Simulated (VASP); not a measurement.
# CdSe (Cadmoselite) (P6_3mc) in VASP: notebook

Runs on CdSe (Cadmoselite). Level: r2SCAN. Tasks: single point.

Program: VASP 6.6.1. These are calculated values, not measurements. Logs are shortened: lines on timing, memory, paths and dates and some standing lists are left out, and cuts for length are marked.

**Measured values to compare with.**

From a printed reference work, data compilation, for a bulk crystal of CdSe at 2 K: band gap 1.841 eV.

How close the calculation comes is told below.

### 1 The cell of the first run

Symmetry: P6_3mc, No. 186, hexagonal system. The conventional cell has a = 4.282 Å, b = 4.282 Å, c = 6.981 Å, α = 90.00°, β = 90.00°, γ = 120.00°. Within 3.5 Å of Cd (site symmetry 3m) lie 4 Se at 2.62 Å. Se (site symmetry 3m) has 4 Cd at 2.62 Å within 3.5 Å.

### 2 Single point, r2SCAN

POSCAR

```
CdSe
1.0
    4.2819863405      0.0000000000      0.0000000000
   -2.1409931703      3.7083089495      0.0000000000
    0.0000000000      0.0000000000      6.9813198500
Cd Se
2 2
Direct
    0.3333333333      0.6666666667      0.0045324400
    0.6666666667      0.3333333333      0.5045324400
    0.3333333333      0.6666666667      0.3804675600
    0.6666666667      0.3333333333      0.8804675600
```

INCAR.step1

```
PREC     = Accurate       # precision mode
ENCUT    = 520            # plane-wave cutoff, eV
ISMEAR   = -1             # smearing method
SIGMA    = 0.02           # smearing width, eV
LREAL    = F              # projectors in reciprocal space
LASPH    = T              # aspherical terms in the spheres
NELM     = 60             # most SCF steps
NBANDS   = 26             # bands
GGA      = PE             # functional
ALGO     = Normal         # electronic algorithm
EDIFF    = 1E-4           # SCF threshold, eV
LWAVE    = T              # write WAVECAR
LCHARG   = F              # write CHGCAR
```

INCAR.step2

```
PREC     = Accurate       # precision mode
ENCUT    = 520            # plane-wave cutoff, eV
EDIFF    = 1E-6           # SCF threshold, eV
ISMEAR   = -1             # smearing method
SIGMA    = 0.02           # smearing width, eV
LREAL    = F              # projectors in reciprocal space
LASPH    = T              # aspherical terms in the spheres
NELM     = 60             # most SCF steps
ALGO     = Normal         # electronic algorithm
ISIF     = 2              # what is computed and relaxed
LWAVE    = F              # write WAVECAR
LCHARG   = F              # write CHGCAR
METAGGA  = R2SCAN         # meta-GGA
LMIXTAU  = T            
NBANDS   = 26             # bands
ISTART   = 1
```

KPOINTS

```
Automatic mesh
0
Gamma
  6 6 4
```

Potentials or basis: VASP PAW PBE potentials, release 64 (Cd, Se).

The run is started by

```console
cat potpaw_PBE.64/Cd/POTCAR potpaw_PBE.64/Se/POTCAR > POTCAR
cp INCAR.step1 INCAR
mpirun -np 1 vasp_std > vasp.out
cp INCAR.step2 INCAR
mpirun -np 1 vasp_std > vasp.out
```

OUTCAR:

```text
PREC = Accurate
   ENCUT = 520
   EDIFF = 1E-6
   ISMEAR = -1
   LREAL = F
   LASPH = T
   NELM = 60
   ISIF = 2
   METAGGA = R2SCAN
   ISTART = 1

 ion  position               nearest neighbor table
   1  0.333  0.667  0.005-   4 2.62   4 2.62   4 2.62   3 2.62
   2  0.667  0.333  0.505-   3 2.62   3 2.62   3 2.62   4 2.62
   3  0.333  0.667  0.380-   2 2.62   2 2.62   2 2.62   1 2.62
   4  0.667  0.333  0.880-   1 2.62   1 2.62   1 2.62   2 2.62

  LATTYP: Found a hexagonal cell.
 ALAT       =     4.2819863405
 C/A-ratio  =     1.6303928352

  Lattice vectors:

 A1 = (   4.2819863405,   0.0000000000,   0.0000000000)
 A2 = (  -2.1409931703,   3.7083089495,   0.0000000000)
 A3 = (   0.0000000000,   0.0000000000,   6.9813198500)

Analysis of symmetry for initial positions (statically):
=====================================================================
 Subroutine PRICEL returns:
 Original cell was already a primitive cell.

 Routine SETGRP: Setting up the symmetry group for a
 hexagonal supercell.

 Subroutine GETGRP returns: Found 12 space group operations
 (whereof  6 operations were pure point group operations)
 out of a pool of 24 trial point group operations.

The static configuration has the point symmetry C_3v.
 The point group associated with its full space group is C_6v.

Analysis of symmetry for dynamics (positions and initial velocities):
=====================================================================
 Subroutine PRICEL returns:
 Original cell was already a primitive cell.

 Routine SETGRP: Setting up the symmetry group for a
 hexagonal supercell.

 Subroutine GETGRP returns: Found 12 space group operations
 (whereof  6 operations were pure point group operations)
 out of a pool of 24 trial point group operations.

The dynamic configuration has the point symmetry C_3v.
 The point group associated with its full space group is C_6v.

 Subroutine INISYM returns: Found 12 space group operations
 (whereof  6 operations are pure point group operations),
 and found     1 'primitive' translations

----------------------------------------------------------------------------------------

                                     Primitive cell

  volume of cell :     110.8559

  direct lattice vectors                    reciprocal lattice vectors
     4.281986340  0.000000000  0.000000000     0.233536476  0.134832347  0.000000000
    -2.140993170  3.708308950  0.000000000     0.000000000  0.269664695  0.000000000
     0.000000000  0.000000000  6.981319850     0.000000000  0.000000000  0.143239390

  length of vectors
     4.281986340  4.281986340  6.981319850     0.269664695  0.269664695  0.143239390

  position of ions in fractional coordinates (direct lattice)
     0.333333333  0.666666667  0.004532440
     0.666666667  0.333333333  0.504532440
     0.333333333  0.666666667  0.380467560
     0.666666667  0.333333333  0.880467560

  ion indices of the primitive-cell ions
   primitive index   ion index
                 1           1
                 2           2
                 3           3
                 4           4

----------------------------------------------------------------------------------------

 KPOINTS: Automatic mesh

Automatic generation of k-mesh.
 Grid dimensions read from file:
 generate k-points for:    6    6    4

 Generating k-lattice:

  Cartesian coordinates                     Fractional coordinates (reciprocal lattice)
     0.038922746  0.022472058  0.000000000     0.166666667  0.000000000  0.000000000
     0.000000000  0.044944116  0.000000000     0.000000000  0.166666667  0.000000000
     0.000000000  0.000000000  0.035809848     0.000000000  0.000000000  0.250000000

  Length of vectors
     0.044944116  0.044944116  0.035809848

  Shift w.r.t. Gamma in fractional coordinates (k-lattice)
     0.000000000  0.000000000  0.000000000

 Subroutine IBZKPT returns following result:
 ===========================================

 Found     21 irreducible k-points:

 Following reciprocal coordinates:
            Coordinates               Weight
  0.000000  0.000000  0.000000      1.000000
  0.166667  0.000000  0.000000      6.000000
  0.333333  0.000000  0.000000      6.000000
  0.500000  0.000000  0.000000      3.000000
  0.166667  0.166667  0.000000      6.000000
  0.333333  0.166667  0.000000     12.000000
[... 13 lines left out ...]
  0.333333  0.166667  0.500000     12.000000
  0.333333  0.333333  0.500000      2.000000
   k-points           NKPTS =     21   k-points in BZ     NKDIM =     21   number of bands    NBANDS=     26
   number of dos      NEDOS =    301   number of ions     NIONS =      4
   total plane-waves  NPLWV =  55296
   dimension x,y,z NGX =    32 NGY =   32 NGZ =   54
   dimension x,y,z NGXF=    64 NGYF=   64 NGZF=  108
   ions per type =               2   2
   NGX,Y,Z   is equivalent  to a cutoff of  12.42, 12.42, 12.86 a.u.
   NGXF,Y,Z  is equivalent  to a cutoff of  24.85, 24.85, 25.72 a.u.
 SYSTEM =  unknown system
   PREC   = accura    normal or accurate (medium, high low for compatibility)
   ISTART =      1    job   : 0-new  1-cont  2-samecut
   ICHARG =      0    charge: 1-file 2-atom 10-const
   ISPIN  =      1    spin polarized calculation?
   LNONCOLLINEAR =      F non collinear calculations
   LSORBIT =      F    spin-orbit coupling
   LASPH  =      T    aspherical Exc in radial PAW
   ENCUT  =  520.0 eV  38.22 Ry    6.18 a.u.   7.96  7.96 12.98*2*pi/ulx,y,z
   NELM   =     60;   NELMIN=  2; NELMDL=  0     # of ELM steps
   EDIFF  = 0.1E-05   stopping-criterion for ELM
   LREAL  =      F    real-space projection
   EDIFFG = 0.1E-04   stopping-criterion for IOM
   NSW    =      0    number of steps for IOM
   IBRION =     -1    ionic relax: 0-MD 1-quasi-New 2-CG
   NFREE  =      0    steps in history (QN), initial steepest desc. (CG)
   ISIF   =      2    stress and relaxation
   ISYM   =      2    0-nonsym 1-usesym 2-fastsym
   POTIM  = 0.5000    time-step for ionic-motion
   TEBEG  =    0.0;   TEEND  =   0.0 temperature during run
   PSTRESS=    0.0 pullay stress
   NELECT =      36.0000    total number of electrons
   NUPDOWN=      -1.0000    fix difference up-down
   EMIN   =  10.00;   EMAX   =-10.00  energy-range for DOS
   EFERMI =   0.00;   METHOD = LEGACY
   ISMEAR =    -1;   SIGMA  =   0.02  broadening in eV -4-tet -1-fermi 0-gaus
   EFERMI_NEDOS =   21; number of points for ismear=-14 and -15
   IALGO  =     38    algorithm
   IMIX   =      4    mixing-type and parameters
     AMIX     =   0.40;   BMIX     =  1.00
     AMIX_MAG =   1.60;   BMIX_MAG =  1.00
  volume/ion in A,a.u.               =      27.71       187.02
  Fermi-wavevector in a.u.,A,eV,Ry     =   1.125268  2.126449 17.228088  1.266229
  Thomas-Fermi vector in A             =   2.261944
   LORBIT       =      0    0 simple, 1 ext, 2 COOP (PROOUT), +10 PAW based schemes
   METAGGA = R2SCAN    functional components
   LHFCALC =     F    Hartree Fock is set to
   AEXX    =    0.0000 exact exchange contribution
   IVDW    =     0    specifies the selected vdW correction
   LEPSILON=     F    determine dielectric tensor
   LRPA    =     F    only Hartree local field effects (RPA)
 non-spin polarized calculation
  energy-cutoff  :      520.00
  volume of cell :      110.86
 maximum number of plane-waves:      3012
 NGX is ok and might be reduce to    32
   NGX = 15   NGY = 15   NGZ = 25

 number of electron      35.9999999 magnetization

 Free energy of the ion-electron system (eV)
  ---------------------------------------------------
  ext. energy  EPLUGINS =         0.00000000
  ---------------------------------------------------
  free energy    TOTEN  =       -71.78997615 eV

  energy without entropy =      -71.78997615  energy(sigma->0) =      -71.78997615

 E-fermi :   1.2132     XC(G=0):  -9.4921

 val. band max:        0.7672063562   @ k =   0.0000   0.0000   0.0000
 cond. band min:       1.9591782653   @ k =   0.0000   0.0000   0.0000
 fundamental gap:      1.1919719091
 Fermi energy:         1.2131658462

 k-point     1 :       0.0000    0.0000    0.0000
  band No.  band energies     occupation
      1     -12.3470      2.00000
      2     -11.9478      2.00000
      3      -7.4417      2.00000
      4      -7.4349      2.00000
      5      -7.4349      2.00000
      6      -7.3580      2.00000
[... 18 lines left out ...]
     25       8.3629      0.00000
     26       8.9851      0.00000

 k-point     2 :       0.1667    0.0000    0.0000
  band No.  band energies     occupation
      1     -12.2597      2.00000
      2     -11.9090      2.00000
      3      -7.4138      2.00000
      4      -7.4033      2.00000
      5      -7.3641      2.00000
      6      -7.3149      2.00000
[... 18 lines left out ...]
     25       8.4799      0.00000
     26       9.0262      0.00000

 k-point     3 :       0.3333    0.0000    0.0000
  band No.  band energies     occupation
      1     -12.0695      2.00000
      2     -11.8435      2.00000
      3      -7.3653      2.00000
      4      -7.3524      2.00000
      5      -7.2365      2.00000
      6      -7.2249      2.00000
[... 18 lines left out ...]
     25       9.1072      0.00000
     26       9.7151      0.00000

 k-point     4 :       0.5000    0.0000    0.0000
  band No.  band energies     occupation
      1     -11.9554      2.00000
      2     -11.8283      2.00000
      3      -7.3485      2.00000
      4      -7.3349      2.00000
      5      -7.1832      2.00000
      6      -7.1655      2.00000
[... 18 lines left out ...]
     25       9.2452      0.00000
     26      11.1530      0.00000
[... 409 lines left out ...]
      1     -11.9833      2.00000
      2     -11.9833      2.00000
      3      -7.3251      2.00000
      4      -7.3251      2.00000
      5      -7.3012      2.00000
      6      -7.3012      2.00000
[... 18 lines left out ...]
     25       8.8391      0.00000
     26       8.8391      0.00000

 k-point    20 :       0.3333    0.1667    0.5000
  band No.  band energies     occupation
      1     -11.8852      2.00000
      2     -11.8852      2.00000
      3      -7.2956      2.00000
      4      -7.2956      2.00000
      5      -7.2614      2.00000
      6      -7.2614      2.00000
[... 18 lines left out ...]
     25       9.3418      0.00000
     26       9.3418      0.00000

 k-point    21 :       0.3333    0.3333    0.5000
  band No.  band energies     occupation
      1     -11.8533      2.00000
      2     -11.8533      2.00000
      3      -7.2718      2.00000
      4      -7.2718      2.00000
      5      -7.2593      2.00000
      6      -7.2593      2.00000
[... 18 lines left out ...]
     25      10.1230      0.00000
     26      10.1230      0.00000

------------------------ aborting loop because EDIFF is reached ----------------------------------------

  FORCE on cell =-STRESS in cart. coord.  units (eV):
  Direction    XX          YY          ZZ          XY          YZ          ZX
  --------------------------------------------------------------------------------------
  -------------------------------------------------------------------------------------
  Total        1.7919974      1.7919974      1.8009342     -0.0000000      0.0000000      0.0000000
  in kB       25.8993716     25.8993716     26.0285333     -0.0000000      0.0000000      0.0000000
  external PRESSURE =      25.9424255 kB  Pullay stress =       0.0000000 kB

 VOLUME and BASIS-vectors are now :
 -----------------------------------------------------------------------------
  energy-cutoff  :      520.00
  volume of cell :      110.86
      direct lattice vectors                 reciprocal lattice vectors
     4.281986340  0.000000000  0.000000000     0.233536476  0.134832347  0.000000000
    -2.140993170  3.708308950  0.000000000     0.000000000  0.269664695  0.000000000
     0.000000000  0.000000000  6.981319850     0.000000000  0.000000000  0.143239390

 POSITION                                       TOTAL-FORCE (eV/Angst)
 -----------------------------------------------------------------------------------
     -0.00000      2.47221      0.03164         0.000000     -0.000000      0.005279
      2.14099      1.23610      3.52230         0.000000     -0.000000      0.005279
     -0.00000      2.47221      2.65617        -0.000000     -0.000000     -0.005279
      2.14099      1.23610      6.14683        -0.000000      0.000000     -0.005279
 -----------------------------------------------------------------------------------
    total drift:                               -0.000000      0.000000      0.002803

  FREE ENERGIE OF THE ION-ELECTRON SYSTEM (eV)
  ---------------------------------------------------
  free  energy   TOTEN  =       -71.7899761513 eV

  energy  without entropy=      -71.7899761513  energy(sigma->0) =      -71.78997615
```

Wall time 2.2 min (1 thread of Intel Xeon Platinum 8488C (Sapphire Rapids), shared host); peak memory 0.26 GiB.

Results:

```yaml
Free_energy: -71.7900 eV
Pressure: 2.6 GPa
Largest_force: 0.005 eV/Å
Band_gap_on_the_k_mesh: 1.19 eV, direct
```

Forces in eV/Å, atoms in the order of the input:
```
Cd   0.000  0.000  0.005
Cd   0.000  0.000  0.005
Se   0.000  0.000 -0.005
Se   0.000  0.000 -0.005
```

Caveat: the PAW data sets were made with another functional, which shifts forces and pressure a little.

(Part 1 of 3 ends here.)
